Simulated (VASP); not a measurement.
# GaP (F-43m) in VASP: notebook, part 3 of 3

VASP 6.6.1.

### Step 5. G0W0 quasiparticle levels, PBE

Input file POSCAR:

```
GaP
1.0
    0.0000000000      2.7252500000      2.7252500000
    2.7252500000      0.0000000000      2.7252500000
    2.7252500000      2.7252500000      0.0000000000
Ga P
1 1
Direct
    0.0000000000      0.0000000000      0.0000000000
    0.7500000000      0.7500000000      0.7500000000
```

Input file INCAR.step1:

```
ALGO = Normal
EDIFF = 1E-8
ENCUT = 450
GGA = PE
ISMEAR = 0
LASPH = T
LCHARG = F
LREAL = F
LWAVE = T
NELM = 100
PREC = Accurate
SIGMA = 0.01
```

Input file INCAR.step2:

```
ALGO = Exact
EDIFF = 1E-8
ENCUT = 450
GGA = PE
ISMEAR = 0
ISTART = 1
LASPH = T
LCHARG = F
LOPTICS = T
LREAL = F
LWAVE = T
NBANDS = 106
NELM = 1
PREC = Accurate
SIGMA = 0.01
```

Input file INCAR.step3:

```
ALGO = EVGW0
EDIFF = 1E-8
ENCUT = 450
ENCUTGW = 200
GGA = PE
ISMEAR = 0
ISTART = 1
LASPH = T
LCHARG = F
LREAL = F
LWAVE = F
NBANDS = 106
NBANDSGW = 17
NELMGW = 1
NOMEGA = 48
PREC = Accurate
PRECFOCK = Fast
SIGMA = 0.01
```

Input file KPOINTS:

```
k-points
0
Gamma
  3 3 3
```

Potentials or basis: VASP PAW PBE potentials, release 64 (Ga_d_GW, P_GW).

Run with:

```sh
$ cat potpaw_PBE.64/Ga_d_GW/POTCAR potpaw_PBE.64/P_GW/POTCAR > POTCAR
$ cp INCAR.step1 INCAR
$ mpirun -np 1 vasp_std > vasp.out
$ cp INCAR.step2 INCAR
$ mpirun -np 1 vasp_std > vasp.out
$ cp INCAR.step3 INCAR
$ mpirun -np 1 vasp_std > vasp.out
```

OUTCAR:

```text
EDIFF = 1E-8
   ENCUT = 450
   ENCUTGW = 200
   GGA = PE
   ISMEAR = 0
   ISTART = 1
   LASPH = T
   LREAL = F
   NELMGW = 1
   PREC = Accurate
   PRECFOCK = Fast

 Found      4 irreducible k-points:

 Following reciprocal coordinates:
            Coordinates               Weight
  0.000000  0.000000  0.000000      1.000000
  0.333333  0.000000  0.000000      8.000000
  0.333333  0.333333  0.000000      6.000000
 -0.333333  0.333333  0.000000     12.000000
   k-points           NKPTS =      4   k-points in BZ     NKDIM =     27   number of bands    NBANDS=    106
   number of dos      NEDOS =    301   number of ions     NIONS =      2
   total plane-waves  NPLWV =  21952
   dimension x,y,z NGX =    28 NGY =   28 NGZ =   28
   dimension x,y,z NGXF=    56 NGYF=   56 NGZF=   56
   ions per type =               1   1
   NGX,Y,Z   is equivalent  to a cutoff of  12.08, 12.08, 12.08 a.u.
   NGXF,Y,Z  is equivalent  to a cutoff of  24.16, 24.16, 24.16 a.u.
 SYSTEM =  unknown system
   PREC   = accura    normal or accurate (medium, high low for compatibility)
   ISTART =      1    job   : 0-new  1-cont  2-samecut
   ICHARG =      0    charge: 1-file 2-atom 10-const
   ISPIN  =      1    spin polarized calculation?
   LNONCOLLINEAR =      F non collinear calculations
   LSORBIT =      F    spin-orbit coupling
   LASPH  =      T    aspherical Exc in radial PAW
   ENCUT  =  450.0 eV  33.07 Ry    5.75 a.u.   6.67  6.67  6.67*2*pi/ulx,y,z
   NELM   =     60;   NELMIN=  2; NELMDL=  0     # of ELM steps
   EDIFF  = 0.1E-07   stopping-criterion for ELM
   LREAL  =      F    real-space projection
   EDIFFG = 0.1E-06   stopping-criterion for IOM
   NSW    =      0    number of steps for IOM
   IBRION =     -1    ionic relax: 0-MD 1-quasi-New 2-CG
   NFREE  =      0    steps in history (QN), initial steepest desc. (CG)
   ISIF   =      0    stress and relaxation
   ISYM   =      3    0-nonsym 1-usesym 2-fastsym
   POTIM  = 0.5000    time-step for ionic-motion
   TEBEG  =    0.0;   TEEND  =   0.0 temperature during run
   PSTRESS=    0.0 pullay stress
   NELECT =      18.0000    total number of electrons
   NUPDOWN=      -1.0000    fix difference up-down
   EMIN   =  10.00;   EMAX   =-10.00  energy-range for DOS
   EFERMI =   0.00;   METHOD = LEGACY
   ISMEAR =     0;   SIGMA  =   0.01  broadening in eV -4-tet -1-fermi 0-gaus
   EFERMI_NEDOS =   21; number of points for ismear=-14 and -15
   IALGO  =     38    algorithm
   IMIX   =      4    mixing-type and parameters
     AMIX     =   0.40;   BMIX     =  1.00
     AMIX_MAG =   1.60;   BMIX_MAG =  1.00
  volume/ion in A,a.u.               =      20.24       136.59
  Fermi-wavevector in a.u.,A,eV,Ry     =   1.249538  2.361284 21.243377  1.561344
  Thomas-Fermi vector in A             =   2.383574
   LORBIT       =      0    0 simple, 1 ext, 2 COOP (PROOUT), +10 PAW based schemes
   GGA     = PE    functional components
   LHFCALC =     T    Hartree Fock is set to
   PRECFOCK=fast      Normal, Fast or Accurate (Low or Medium for compatibility)
   ENCUT4O =  -1.0   cutoff for four orbital integrals eV
   NKREDX  =     1    reduce k-point grid by
   NKREDY  =     1    reduce k-point grid by
   NKREDZ  =     1    reduce k-point grid by
   AEXX    =    1.0000 exact exchange contribution
   HFSCREEN=    0.0000 screening length (either q_TF or 0.3 A-1)
   HFSCREENC=   0.0000 screening length for correlation (either q_TF or 0.3 A-1)
   ENCUTFOCK=  -1.0 apply spherical cutoff to Coloumb kernel
   IVDW    =     0    specifies the selected vdW correction
   LEPSILON=     F    determine dielectric tensor
   LRPA    =     F    only Hartree local field effects (RPA)
   LRPAFORCE           =     F    calculate RPA forces
   ENCUTGW             = 200.0    cutoff for response function in eV
   ENCUTGWSOFT         = 160.0    soft cutoff for Coulomb kernel in GW response function in eV
   ENCUTLF             =  -1.0    cutoff for local field effects
   NELMGW              =     1    number of iterations in solving QP/BSE equation
   NELMHF              =     1    number of iterations in the inner HF iteration
   NKREDLFX            =     1    NKREDLFY  =   1   NKREDLFZ  =   1
 non-spin polarized calculation
 Gauss-broadening in eV      SIGMA  =   0.01
  energy-cutoff  :      450.00
  volume of cell :       40.48
 maximum number of plane-waves:       893
 NGX is ok and might be reduce to    28
  NGX = 16; NGY = 16; NGZ = 16
   NGX = 13   NGY = 13   NGZ = 13
 maximum number of plane-waves:       266

 QP shifts <psi_nk| G(iteration)W_0 |psi_nk>: iteration 1
 for sc-GW calculations column KS-energies equals QP-energies in previous step
 and V_xc(KS)=  KS-energies - (<T + V_ion + V_H > + <T+V_H+V_ion>^1  + <V_x>^1)

 k-point   1 :       0.0000    0.0000    0.0000
  band No.  KS-energies  QP-energies   sigma(KS)   V_xc(KS)     V^pw_x(r,r')   Z            occupation Imag(sigma)

      1     -10.1856     -12.3659     -24.8543     -21.6848     -35.0252       0.6879       2.0000       0.2753
      2     -10.1856     -12.3659     -24.8543     -21.6848     -35.0252       0.6879       2.0000       0.2753
      3     -10.1856     -12.3659     -24.8543     -21.6848     -35.0252       0.6879       2.0000       0.2753
      4     -10.0900     -12.2997     -25.0069     -21.8034     -35.1437       0.6898       2.0000       0.2423
      5     -10.0900     -12.2997     -25.0069     -21.8034     -35.1437       0.6898       2.0000       0.2423
      6      -8.0298      -8.5696     -12.1181     -11.3534     -18.6291       0.7058       2.0000       1.2037
[... 9 lines left out ...]
     16      14.1509      14.4594     -10.4200     -10.8284      -4.9889       0.7553       0.0000      -0.2622
     17      16.8528      16.7318      -8.3223      -8.1664      -2.3911       0.7761       0.0000      -0.5179

 k-point   2 :       0.3333    0.0000    0.0000
  band No.  KS-energies  QP-energies   sigma(KS)   V_xc(KS)     V^pw_x(r,r')   Z            occupation Imag(sigma)

      1     -10.2450     -12.3767     -24.5030     -21.4022     -34.6069       0.6875       2.0000       0.3061
      2     -10.1657     -12.3545     -24.8936     -21.7197     -35.0663       0.6896       2.0000       0.2735
      3     -10.1657     -12.3545     -24.8936     -21.7197     -35.0663       0.6896       2.0000       0.2735
      4     -10.0863     -12.3047     -25.0143     -21.8125     -35.1586       0.6928       2.0000       0.2408
      5     -10.0863     -12.3047     -25.0143     -21.8125     -35.1586       0.6928       2.0000       0.2408
      6      -6.7233      -7.2565     -12.7270     -11.9516     -18.9040       0.6877       2.0000       0.9254
[... 9 lines left out ...]
     16      14.1473      14.0416      -8.2868      -8.1523      -2.6893       0.7858       0.0000      -0.3695
     17      19.2487      19.2983      -9.6385      -9.7041      -3.0812       0.7548       0.0000      -0.7290

 k-point   3 :       0.3333    0.3333    0.0000
  band No.  KS-energies  QP-energies   sigma(KS)   V_xc(KS)     V^pw_x(r,r')   Z            occupation Imag(sigma)

      1     -10.2750     -12.3863     -24.4617     -21.3729     -34.5687       0.6835       2.0000       0.3093
      2     -10.1381     -12.3453     -24.9634     -21.7803     -35.1478       0.6934       2.0000       0.2706
      3     -10.1381     -12.3453     -24.9634     -21.7803     -35.1478       0.6934       2.0000       0.2706
      4     -10.1154     -12.3059     -24.9202     -21.7285     -35.0419       0.6863       2.0000       0.2447
      5     -10.0739     -12.3032     -25.0363     -21.8339     -35.1855       0.6961       2.0000       0.2374
      6      -6.2578      -6.7963     -12.7924     -12.0132     -18.7791       0.6911       2.0000       0.8490
[... 9 lines left out ...]
     16      18.8867      18.9312      -9.3343      -9.3929      -2.9341       0.7594       0.0000      -0.6749
     17      19.8687      20.0948     -10.7087     -11.0084      -3.9445       0.7541       0.0000      -0.9250

 k-point   4 :      -0.3333    0.3333    0.0000
  band No.  KS-energies  QP-energies   sigma(KS)   V_xc(KS)     V^pw_x(r,r')   Z            occupation Imag(sigma)

      1     -10.2740     -12.3828     -24.4233     -21.3469     -34.5252       0.6855       2.0000       0.3163
      2     -10.1481     -12.3505     -24.9292     -21.7436     -35.0963       0.6913       2.0000       0.2677
      3     -10.1367     -12.3466     -24.9633     -21.7837     -35.1500       0.6950       2.0000       0.2709
      4     -10.1005     -12.3049     -24.9725     -21.7748     -35.1096       0.6894       2.0000       0.2419
      5     -10.0831     -12.3070     -25.0127     -21.8126     -35.1573       0.6949       2.0000       0.2385
      6      -5.2807      -5.8412     -13.4466     -12.6405     -19.1782       0.6953       2.0000       0.7194
[... 9 lines left out ...]
     16      19.4742      19.4739      -9.1977      -9.1973      -2.7823       0.7546       0.0000      -0.6768
     17      20.2154      20.3986     -10.3934     -10.6356      -3.3956       0.7568       0.0000      -0.9296
```

Wall time 53 s (1 thread of Intel Xeon Platinum 8375C at 2.90GHz (Ice Lake), shared host); peak memory 0.29 GiB.

The run converged, but some of its settings lie outside the range that counts as converged, so its numbers aren't taken as properties of the crystal.

Results:

```
Band gap on the k mesh, mean-field level : 1.70 eV, indirect (least direct gap 1.80 eV)
Quasiparticle gap                        : 2.28 eV
Least direct quasiparticle gap           : 2.71 eV
```

Caveat: the k mesh is coarse (spacing up to 0.67 Å⁻¹), so the values aren't converged; the cutoff is under 1.25 times the usual one of these potentials, so pressure, stress and relaxed cells hold a basis-set (Pulay) error; bands, screening cutoff and mesh are small and nothing is extrapolated, so the quasiparticle values aren't converged; an odd mesh through Γ misses points on the zone boundary, where band edges often lie.

### Step 6. G0W0 quasiparticle levels, PBE

POSCAR is that of step 5.

INCAR.step1 is that of step 5.

INCAR.step2, as its differences from that of step 5:

```diff
@@ -11,3 +11,3 @@
 LWAVE = T
-NBANDS = 106
+NBANDS = 57
 NELM = 1
```

INCAR.step3, as its differences from that of step 5:

```diff
@@ -3,3 +3,3 @@
 ENCUT = 450
-ENCUTGW = 200
+ENCUTGW = 150
 GGA = PE
@@ -11,3 +11,3 @@
 LWAVE = F
-NBANDS = 106
+NBANDS = 57
 NBANDSGW = 17
```

Input file KPOINTS:

```
k-points
0
Gamma
  5 5 5
```

Potentials or basis: VASP PAW PBE potentials, release 64 (Ga_d_GW, P_GW).

Run with:

```sh
$ cat potpaw_PBE.64/Ga_d_GW/POTCAR potpaw_PBE.64/P_GW/POTCAR > POTCAR
$ cp INCAR.step1 INCAR
$ mpirun -np 1 vasp_std > vasp.out
$ cp INCAR.step2 INCAR
$ mpirun -np 1 vasp_std > vasp.out
$ cp INCAR.step3 INCAR
$ mpirun -np 1 vasp_std > vasp.out
```

OUTCAR:

```text
EDIFF = 1E-8
   ENCUT = 450
   ENCUTGW = 150
   GGA = PE
   ISMEAR = 0
   ISTART = 1
   LASPH = T
   LREAL = F
   NELMGW = 1
   PREC = Accurate
   PRECFOCK = Fast

 Found     10 irreducible k-points:

 Following reciprocal coordinates:
            Coordinates               Weight
  0.000000  0.000000  0.000000      1.000000
  0.200000  0.000000  0.000000      8.000000
  0.400000  0.000000  0.000000      8.000000
  0.200000  0.200000  0.000000      6.000000
  0.400000  0.200000  0.000000     24.000000
 -0.400000  0.200000  0.000000     24.000000
   k-points           NKPTS =     10   k-points in BZ     NKDIM =    125   number of bands    NBANDS=     57
   number of dos      NEDOS =    301   number of ions     NIONS =      2
   total plane-waves  NPLWV =  21952
   dimension x,y,z NGX =    28 NGY =   28 NGZ =   28
   dimension x,y,z NGXF=    56 NGYF=   56 NGZF=   56
   ions per type =               1   1
   NGX,Y,Z   is equivalent  to a cutoff of  12.08, 12.08, 12.08 a.u.
   NGXF,Y,Z  is equivalent  to a cutoff of  24.16, 24.16, 24.16 a.u.
 SYSTEM =  unknown system
   PREC   = accura    normal or accurate (medium, high low for compatibility)
   ISTART =      1    job   : 0-new  1-cont  2-samecut
   ICHARG =      0    charge: 1-file 2-atom 10-const
   ISPIN  =      1    spin polarized calculation?
   LNONCOLLINEAR =      F non collinear calculations
   LSORBIT =      F    spin-orbit coupling
   LASPH  =      T    aspherical Exc in radial PAW
   ENCUT  =  450.0 eV  33.07 Ry    5.75 a.u.   6.67  6.67  6.67*2*pi/ulx,y,z
   NELM   =     60;   NELMIN=  2; NELMDL=  0     # of ELM steps
   EDIFF  = 0.1E-07   stopping-criterion for ELM
   LREAL  =      F    real-space projection
   EDIFFG = 0.1E-06   stopping-criterion for IOM
   NSW    =      0    number of steps for IOM
   IBRION =     -1    ionic relax: 0-MD 1-quasi-New 2-CG
   NFREE  =      0    steps in history (QN), initial steepest desc. (CG)
   ISIF   =      0    stress and relaxation
   ISYM   =      3    0-nonsym 1-usesym 2-fastsym
   POTIM  = 0.5000    time-step for ionic-motion
   TEBEG  =    0.0;   TEEND  =   0.0 temperature during run
   PSTRESS=    0.0 pullay stress
   NELECT =      18.0000    total number of electrons
   NUPDOWN=      -1.0000    fix difference up-down
   EMIN   =  10.00;   EMAX   =-10.00  energy-range for DOS
   EFERMI =   0.00;   METHOD = LEGACY
   ISMEAR =     0;   SIGMA  =   0.01  broadening in eV -4-tet -1-fermi 0-gaus
   EFERMI_NEDOS =   21; number of points for ismear=-14 and -15
   IALGO  =     38    algorithm
   IMIX   =      4    mixing-type and parameters
     AMIX     =   0.40;   BMIX     =  1.00
     AMIX_MAG =   1.60;   BMIX_MAG =  1.00
  volume/ion in A,a.u.               =      20.24       136.59
  Fermi-wavevector in a.u.,A,eV,Ry     =   1.249538  2.361284 21.243377  1.561344
  Thomas-Fermi vector in A             =   2.383574
   LORBIT       =      0    0 simple, 1 ext, 2 COOP (PROOUT), +10 PAW based schemes
   GGA     = PE    functional components
   LHFCALC =     T    Hartree Fock is set to
   PRECFOCK=fast      Normal, Fast or Accurate (Low or Medium for compatibility)
   ENCUT4O =  -1.0   cutoff for four orbital integrals eV
   NKREDX  =     1    reduce k-point grid by
   NKREDY  =     1    reduce k-point grid by
   NKREDZ  =     1    reduce k-point grid by
   AEXX    =    1.0000 exact exchange contribution
   HFSCREEN=    0.0000 screening length (either q_TF or 0.3 A-1)
   HFSCREENC=   0.0000 screening length for correlation (either q_TF or 0.3 A-1)
   ENCUTFOCK=  -1.0 apply spherical cutoff to Coloumb kernel
   IVDW    =     0    specifies the selected vdW correction
   LEPSILON=     F    determine dielectric tensor
   LRPA    =     F    only Hartree local field effects (RPA)
   LRPAFORCE           =     F    calculate RPA forces
   ENCUTGW             = 150.0    cutoff for response function in eV
   ENCUTGWSOFT         = 120.0    soft cutoff for Coulomb kernel in GW response function in eV
   ENCUTLF             =  -1.0    cutoff for local field effects
   NELMGW              =     1    number of iterations in solving QP/BSE equation
   NELMHF              =     1    number of iterations in the inner HF iteration
   NKREDLFX            =     1    NKREDLFY  =   1   NKREDLFZ  =   1
 non-spin polarized calculation
 Gauss-broadening in eV      SIGMA  =   0.01
  energy-cutoff  :      450.00
  volume of cell :       40.48
 maximum number of plane-waves:       893
  NGX = 16; NGY = 16; NGZ = 16
   NGX = 13   NGY = 13   NGZ = 13
 maximum number of plane-waves:       171

 QP shifts <psi_nk| G(iteration)W_0 |psi_nk>: iteration 1
 for sc-GW calculations column KS-energies equals QP-energies in previous step
 and V_xc(KS)=  KS-energies - (<T + V_ion + V_H > + <T+V_H+V_ion>^1  + <V_x>^1)

 k-point   1 :       0.0000    0.0000    0.0000
  band No.  KS-energies  QP-energies   sigma(KS)   V_xc(KS)     V^pw_x(r,r')   Z            occupation Imag(sigma)

      1     -10.1880     -12.5498     -25.1562     -21.6810     -34.9990       0.6796       2.0000       0.3290
      2     -10.1880     -12.5498     -25.1562     -21.6810     -34.9990       0.6796       2.0000       0.3290
      3     -10.1880     -12.5498     -25.1562     -21.6810     -34.9990       0.6796       2.0000       0.3290
      4     -10.0891     -12.4822     -25.3189     -21.8050     -35.1381       0.6810       2.0000       0.2979
      5     -10.0891     -12.4822     -25.3189     -21.8050     -35.1381       0.6810       2.0000       0.2979
      6      -8.1188      -8.4300     -11.8565     -11.3639     -18.6803       0.6319       2.0000       1.0525
[... 9 lines left out ...]
     16      14.0966      14.6107     -10.1443     -10.8316      -5.0108       0.7480       0.0000      -0.2889
     17      16.8131      16.8932      -8.1380      -8.2442      -2.4614       0.7542       0.0000      -0.5157
[... 88 lines left out ...]
      1     -10.2735     -12.5425     -24.6736     -21.3239     -34.4700       0.6774       2.0000       0.3673
      2     -10.1571     -12.5367     -25.2184     -21.7296     -35.0599       0.6821       2.0000       0.3246
      3     -10.1498     -12.5380     -25.2399     -21.7538     -35.0903       0.6851       2.0000       0.3260
      4     -10.0913     -12.4851     -25.3080     -21.7976     -35.1323       0.6819       2.0000       0.2993
      5     -10.0836     -12.4836     -25.3273     -21.8157     -35.1551       0.6834       2.0000       0.2982
      6      -5.7469      -6.1349     -13.0822     -12.5169     -19.1852       0.6862       2.0000       0.7971
[... 9 lines left out ...]
     16      16.8341      17.0085      -8.4062      -8.6367      -2.7921       0.7567       0.0000      -0.4944
     17      18.7300      19.2867     -10.5007     -11.2611      -3.9345       0.7321       0.0000      -0.8338

 [... further k-points ...]
```

OUTCAR.step2:

```text
EDIFF = 1E-8
   ENCUT = 450
   GGA = PE
   ISMEAR = 0
[... 590 lines left out ...]
  --------------------------------------------------------------------------------------------------------------
     0.00000    15.42077    15.42077    15.42077     0.00000     0.00000    -0.00000
     0.86284    16.58949    16.58949    16.58949     0.00000     0.00000    -0.00000
     1.72569    24.04138    24.04138    24.04138     0.00000    -0.00000    -0.00000
     2.58853    38.85628    38.85628    38.85628     0.00000    -0.00000    -0.00000
     3.45138    12.79736    12.79736    12.79736     0.00000     0.00000    -0.00000
     4.31422    25.82822    25.82822    25.82822     0.00000     0.00000    -0.00000
[... 92 lines left out ...]
    84.55875     0.93689     0.93689     0.93689    -0.00000    -0.00000     0.00000
    85.42160     0.93857     0.93857     0.93857    -0.00000    -0.00000     0.00000
```

Run time: 2.7 min. Hardware: 1 thread of Intel Xeon Platinum 8375C at 2.90GHz (Ice Lake), shared host; peak memory 0.34 GiB.

These settings aren't checked as converged: the numbers below hold their error.

Results:

- Band gap on the k mesh, mean-field level: 1.60 eV, indirect (least direct gap 1.82 eV)
- Quasiparticle gap: 2.13 eV
- Least direct quasiparticle gap: 2.74 eV

Caveat: the cutoff is under 1.25 times the usual one of these potentials, so pressure, stress and relaxed cells hold a basis-set (Pulay) error; bands, screening cutoff and mesh are small and nothing is extrapolated, so the quasiparticle values aren't converged; an odd mesh through Γ misses points on the zone boundary, where band edges often lie.

### Step 7. The reference run

An earlier run on the cell as given: functional PBE; potentials or basis VASP PAW PBE potentials, release 64 (Ga_d, P); cutoff 520 eV; k mesh 8 × 8 × 8; occupations fermi-dirac, width 0.05 eV; no spin polarisation.

- Pressure: 2.5 GPa
- Band gap on the k mesh: 1.64 eV, indirect (least direct gap 1.83 eV)
